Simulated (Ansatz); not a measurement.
A plane-wave DFT run in Ansatz 0.2.0 (scalar-relativistic PAW potentials unless the input names others): input and command.

```yaml
crystal:
  lattice:
    - [2.8240001996, 0.0, 0.0]
    - [-1.4120000998, 2.4456559131, 0.0]
    - [0.0, 0.0, 4.2519209508]
  atoms:
    - { symbol: Ru, position: [0.3333333333, 0.6666666667, 0.25] }
    - { symbol: Ru, position: [0.6666666667, 0.3333333333, 0.75] }
basis:
  ecutwfc: 420
kpoints:
  mp_grid: { grid: [24, 24, 14] }
hamiltonian:
  xc: pbesol
scf:
  occupations: { method: gaussian, width: 0.15 }
  mixing: { preconditioner: resta }
output:
  forces: true
  eigenvalues: true
  stress: true
```

```bash
ansatz run input.yaml --threads 2 --pin off --max-ram 5120MiB --backend cpu --events-out ev --progress --plain --runs-dir out
```

Abridged log:
```
Basis set: ecut = 420 eV, 579 PW (Γ), exchange–correlation on 40×40×60 points (8 copies of the dense FFT grid, shifted against one another)
Bands: 20, of which v1, the nominal top of the filled ones, is band 16 counted from 1 (15 counted from 0)
Symmetry: 24 space group operations
k-points: 488 of 8064
SCF iter   1: F=—  HF=-11632.735563 eV  |F-HF|=—  |Δ(HF+E_count)|=         —  Δρ=1.11e-2  dr2=2.46e-2  ethr=1.77e-3  ⟨swp⟩=5.0  Hψ=38131  notcnv=0
SCF iter   2: F=—  HF=-11632.730728 eV  |F-HF|=—  |Δ(HF+E_count)|=   4.84e-3  Δρ=4.18e-3  dr2=2.07e-3  ethr=7.70e-5  ⟨swp⟩=2.0  Hψ=22017  notcnv=0
SCF iter   3: F=—  HF=-11632.730601 eV  |F-HF|=—  |Δ(HF+E_count)|=   1.27e-4  Δρ=2.18e-3  dr2=2.82e-4  ethr=6.47e-6  ⟨swp⟩=2.3  Hψ=15218  notcnv=0
SCF iter   4: F=—  HF=-11632.730826 eV  |F-HF|=—  |Δ(HF+E_count)|=   2.25e-4  Δρ=1.88e-4  dr2=2.21e-6  ethr=8.83e-7  ⟨swp⟩=2.0  Hψ=10667  notcnv=0
SCF iter   5: F=—  HF=-11632.730803 eV  |F-HF|=—  |Δ(HF+E_count)|=   2.23e-5  Δρ=1.58e-5  dr2=2.20e-8  ethr=6.90e-9  ⟨swp⟩=2.7  Hψ=16449  notcnv=0
SCF iter   6: F=-11632.730803 eV  HF=-11632.730803 eV  |F-HF|=8.37e-11  |Δ(HF+E_count)|=   9.26e-9  Δρ=2.09e-6  dr2=3.88e-10  ethr=6.89e-11  ⟨swp⟩=2.4  Hψ=34815  notcnv=0
SCF 1 converged in 6 iterations: F = -11632.730803 eV  dr2 = 3.88e-10
SCF converged after 6 iterations
Free energy (F): -11632.730803 eV
Harris-Foulkes:  -11632.730803 eV  (|F-HF|=8.37e-11)
Internal energy: -11632.709931 eV  (E = F + TS)
E sigma→0 (E₀):  -11632.720367 eV
Entropy (-TS):   -0.020872 eV (-10.436 meV/atom)
Fermi energy:    21.218022 eV
--- Forces (eV/Å), atoms counted from 1 ---
  atom   1  Ru     0.00000000     0.00000000     0.00000000
  atom   2  Ru     0.00000000     0.00000000     0.00000000
--- Stress (GPa, compression-positive) ---
      -30.223076       0.000000       0.000000
        0.000000     -30.223076       0.000000
        0.000000       0.000000     -16.062271
  P = ⅓ Tr σ = -25.5028 GPa (-255.028 kbar)
```

Apart from outputs and empty bands, the input differs from a reference run on usual settings in scf.mixing.preconditioner: not typed → "resta". The reference, at the same geometry (not necessarily relaxed), gave pressure -25.50 GPa, largest force 0.000 eV/Å, no gap on the mesh. This run converged in 6 SCF iterations (reference: 6) with an energy at zero smearing within 0.01 meV/atom of the reference's, pressure -25.50 GPa, largest force 0.000 eV/Å, no gap on the mesh.

It took 19 s on 2 threads of AMD EPYC (Zen 3) (shared host), peak memory 0.5 GiB.